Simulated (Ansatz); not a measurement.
Runs of Ansatz 0.2.0 on CuO. The structure is cubic, space group F-43m (No. 216). Conventional cell: a = 4.655 Å, b = 4.655 Å, c = 4.655 Å, α = 90.00°, β = 90.00°, γ = 90.00°. Around Cu (site symmetry -43m) lie 4 O at 2.02 Å. O (site symmetry -43m) has 4 Cu at 2.02 Å as nearest neighbours. Measurements of this composition are mostly on another form, of space group No. 15.

```csv
task,level,U,cell,k mesh,cutoff (eV),points for each segment of the path,hubbard projectors,double counting,q mesh,gap on the mesh (eV),pressure (GPa),relaxed volume (Å³/atom)
relaxation of cell and atoms,RPBE,-,relaxed,10 × 10 × 10,420,-,-,-,-,none,0.0,12.01
relaxation of cell and atoms,r2SCAN+D3(BJ),-,relaxed,10 × 10 × 10,500,-,-,-,-,none,0.0,(b)
band structure,LDA+U,Cu d U = 5.3 eV,as given,10 × 10 × 10,420,14,ortho-atomic (the default),fll (the default),-,none,-17.6,-
band structure,PBEsol+U,Cu d U = 4.5 eV,as given,10 × 10 × 10,420,14,ortho-atomic (the default),fll (the default),-,none,(a),-
phonons,LDA,-,as given,8 × 8 × 8,420,8,-,-,2 × 2 × 2,none,-,-
band structure,r2SCAN+U,Cu d U = 4.5 eV,as given,10 × 10 × 10,500,14,ortho-atomic (the default),fll (the default),-,none,-12.5,-
```

Alike in all rows: potentials or basis Ansatz PAW; no spin polarisation; smearing fermi-dirac 0.05 eV.

Estimate the missing entries.

(a) -13.2; (b) 11.00.

Caveats: an odd number of electrons without spin polarisation forces a metal; a magnetic or distorted state may lie lower; the run has no spin polarisation, though such a crystal can be magnetic; the PAW data sets come from PBE, with cores solved anew for the run's functional, which leaves a small shift of forces and pressure; semilocal functionals often make such compounds metallic where correlation or magnetic order opens a gap, which also shifts bond lengths (some runs); U without spin polarisation on a metal has little footing (some runs); the plane-wave basis is chosen anew once the cell has moved, so the energies of steps on either side of that aren't comparable (some runs).

A gap of «none» marks a metal or a gap under the smearing width.

Runs at the PBE level aren't shown here.
